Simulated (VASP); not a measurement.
BAs:

```
As B
1.0
     0.00000    2.38850    2.38850
     2.38850    0.00000    2.38850
     2.38850    2.38850    0.00000
As B
1 1
Direct
  0.75000 0.75000 0.75000
  0.00000 0.00000 0.00000
```

Base run:

```yaml
Program: VASP 6.6.1
Functional: HSE03
Potentials_or_basis: VASP PAW PBE potentials, release 64 (As, B)
Cutoff: 520 eV
k_mesh: 6 × 6 × 6
Occupations: gaussian, width 0.02 eV
Spin: no spin polarisation
```

Its results: band gap on the k mesh 1.78 eV, indirect (least direct gap 3.94 eV); pressure -0.2 GPa.

Problem. After a change of settings the same cell gave: band gap on the k mesh 2.62 eV, indirect (least direct gap 4.79 eV); pressure -0.7 GPa. Which change was it?
A. functional from HSE03 to r2SCAN-EpsX
B. functional from HSE03 to HSE06
C. functional from HSE03 to PBE0

Solution. C.

Caveats: the PAW data sets were made with another functional, which shifts forces and pressure a little; the mesh misses the band edges, which the band path finds closer together.
